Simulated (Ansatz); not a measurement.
**HgTe (Coloradoite) under changes of volume**

One of the cells (33.215 Å³/atom); the others are scaled copies at fixed shape and fractional positions:

```
CELL_PARAMETERS angstrom
0.00000 3.21450 3.21450
3.21450 0.00000 3.21450
3.21450 3.21450 0.00000
ATOMIC_POSITIONS crystal
Hg 0.00000 0.00000 0.00000
Te 0.75000 0.75000 0.75000
```

```yaml
Program: Ansatz 0.2.0
Functional: PBE0
Potentials_or_basis: Ansatz PAW
Cutoff: "420 eV (not typed: the program's choice for these potentials)"
k_mesh: 4 × 4 × 4
Occupations: fermi-dirac, width 0.05 eV
Spin: no spin polarisation
```

```tsv
volume (Å³/atom)	energy over the lowest point (meV/atom)	pressure (GPa)	gap on the mesh (eV)
31.223	?	?	?
31.887	56.33	5.7	0.85
32.551	35.66	4.3	0.78
33.215	20.20	3.1	0.72
33.880	9.47	2.1	0.65
34.544	2.86	1.1	0.59
35.208	0.00	0.3	0.53
```

Problem. What does the run at 31.223 Å³/atom give?

Solution. Energy over the lowest point 82.78 meV/atom; pressure 7.1 GPa; gap on the mesh 0.92 eV.

Worked out: A Birch-Murnaghan fit of order 3 (a polynomial in V^(-2/3)) to the other rows has its minimum at 35.44 Å³/atom, just outside them, with B0 = V·E''(V) = 41 GPa and B' = 5.1. It gives 82.91 meV/atom at 31.223 Å³/atom, against the run's 82.78, and -dE/dV = 7.2 GPa, against 7.1. A straight line through the other rows of the gap, of slope -3.23 eV per unit of ln V (its deformation potential), extrapolates to 0.92 eV, against the run's 0.92.

Energies are extrapolated to zero smearing.

Caveats: some runs use coarse meshes; spin-orbit coupling is left out, which moves the levels of the heavy elements; the PAW data sets come from PBE, with cores solved anew for the run's functional, which leaves a small shift of forces and pressure; the thresholds are loose for stress.
